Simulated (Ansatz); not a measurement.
# HfN in Ansatz: convergence with k mesh

HfN:

```
Hf N
1.0
     3.13391    0.00000    0.00000
    -1.56695    2.71404    0.00000
     0.00000    0.00000    5.41677
Hf N
2 2
Cartesian
  0.0206 1.7754 1.3568
  1.5469 0.9110 4.0622
  0.0295 -0.0096 2.6638
  0.0109 0.0061 -0.0361
```

The cell comes from a database or a generator and needn't be the stable form of this composition.

The cell isn't the ideal one: atoms moved at random, drawn with an rms of 0.05 Å.

| Property | Result |
| --- | --- |
| Program | Ansatz 0.2.0 |
| Task | convergence study |
| Functional | LDA |
| Potentials or basis | JTH PAW |
| Cutoff | 1320 eV (not typed: the program's choice for these potentials) |
| k mesh | 3 × 3 × 2 |
| Occupations | methfessel-paxton, width 0.1 eV |
| Spin | no spin polarisation |
| Hubbard terms | Hf d U = 4.5 eV |

These are the settings of the first run; the series varies k mesh, with any setting tied to it.

Hardware: 2 threads of Intel(R) Xeon(R) Platinum 8488C (Sapphire Rapids), on a shared host.

Problem. The values tried are 3 × 3 × 2, 4 × 4 × 2, 5 × 5 × 3, 6 × 6 × 3, 7 × 7 × 4, 9 × 9 × 5, 11 × 11 × 6, 13 × 13 × 7, loosest first. From which on does the pressure stay within 0.1 GPa of the tightest run that finished?

Solution. From 11 × 11 × 6 on.

```
     k mesh  energy less the tightest run, at zero smearing (meV/atom)  pressure (GPa)  largest force (eV/Å)  SCF cycles  CPU time (s)  peak memory (GiB)
  3 × 3 × 2                                                      62.94           -0.20                 0.745           8           3.7               0.47
  4 × 4 × 2                                                      70.46           -0.32                 0.500          10           6.8               0.54
  5 × 5 × 3                                                     -14.96           -2.25                 0.551           8            12               0.67
  6 × 6 × 3                                                      -0.53           -2.19                 0.564           9            18               0.79
  7 × 7 × 4                                                       1.58           -1.94                 0.540           9            31                1.1
  9 × 9 × 5                                                       1.09           -2.07                 0.553           8            63                1.8
11 × 11 × 6                                                      -2.68           -2.00                 0.540           8           110                  3
13 × 13 × 7                                                       0.00           -1.94                 0.532           8           180                4.6
```

Not settled before the last step: the energy (to 1 meV/atom), the largest force (to 0.005 eV/Å). Meshes of other sizes hit other points, so gaps and Fermi surfaces needn't settle smoothly. The tightest run that finished is the yardstick and may itself not be fully converged.

Caveat, for the tightest run too: U without spin polarisation on a metal has little footing. Spin-orbit coupling is left out, which matters for the levels of Hf.
